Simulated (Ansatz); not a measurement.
Relaxed bulk MgO:

```yaml
crystal:
  lattice:
    - [0.00000, 2.12692, 2.12692]
    - [2.12692, 0.00000, 2.12692]
    - [2.12692, 2.12692, 0.00000]
  atoms:
    - { symbol: Mg, position: [0.00000, 0.00000, 0.00000] }
    - { symbol: O, position: [0.50000, 0.50000, 0.50000] }
```

Miller indices refer to the conventional cell of Fm-3m (No. 225), a = 4.254 Å, b = 4.254 Å, c = 4.254 Å, α = 90.00°, β = 90.00°, γ = 90.00°. The bulk's gap is 4.46 eV.

Level of theory: DFT PBE, scalar-relativistic, plane waves, PAW (Ansatz 0.2.0). Cutoff 420 eV, Gaussian smearing of 0.05 eV, no spin polarisation. A dipole correction acts along the normal.

This cut of an insulator is polar or leaves open shells, so the slab is metallic here; real surfaces compensate by reconstruction or adsorbates. The slab's middle planes relax by over 3 % too, so it holds no bulk-like region.

A relaxed slab with low-index faces, about a nanometre thick, has these properties:

| Quantity | Value |
| --- | --- |
| Surface energy (mean of both faces) | 5.32 J/m² |
| Gap of the slab on the mesh | none (metal or semimetal) |
| Work function | 4.47 eV (top), 9.34 eV (bottom) |
| Dipole of the slab along +c, per cell | 0.21 e·Å |

Question: Which low-index plane was cut, and which atoms end it?

Answer: The (111) plane, with Mg in the top plane and O in the bottom one as cut, before relaxation. The planes from bottom to top: O, Mg, O, Mg, O, Mg, O, Mg, O, Mg.

Spin polarisation was left out, and a magnetic state may lie lower.